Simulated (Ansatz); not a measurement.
# SnO in Ansatz: the effect of exact exchange

SnO:

```
Sn O
1.0
     3.13193    0.00000    0.00000
     0.00000    3.13193    0.00000
     0.00000    0.00000    3.13193
Sn O
1 1
Direct
  0.00000 0.00000 0.00000
  0.50000 0.50000 0.50000
```

The cell was built by a generator and needn't be a form met in nature.

Alike in all runs:

| Quantity | Value |
| --- | --- |
| Program | Ansatz 0.2.0 |
| Task | single point |
| Functional | HSE06 form with a typed share of exact exchange |
| Potentials or basis | Ansatz PAW |
| Cutoff | 420 eV (not typed: the program's choice for these potentials) |
| k mesh | 5 × 5 × 5 |
| Occupations | fermi-dirac, width 0.05 eV |
| Spin | no spin polarisation |

```csv
exact exchange,gap on the mesh (eV),pressure (GPa)
0.05,?,?
0.1,1.55,-1.5
0.15,1.70,-2.3
0.2,1.84,-3.1
0.25,1.98,-3.8
0.3,2.12,-4.5
0.4,2.42,-6.0
0.5,2.72,-7.3
```

Q: What does the run with exact exchange 0.05 give?

A: gap on the mesh 1.41 eV; pressure -0.7 GPa.

Worked out: A straight line through the other rows of the gap on the mesh, of slope 2.91 eV per unit of exact exchange, extrapolates to 1.40 eV, against the run's 1.41. A straight line through the other rows of the pressure, of slope -14.5 GPa per unit of exact exchange, extrapolates to -0.9 GPa, against the run's -0.7.

Caveats: odd divisions of the mesh miss points on the zone boundary, where band edges often lie, so the gap on the mesh can be too wide; spin-orbit coupling is left out, which moves the levels of the heavy elements; the PAW data sets come from PBE, with cores solved anew for the run's functional, which leaves a small shift of forces and pressure; the thresholds are loose for stress.

A k mesh can miss the band edges.
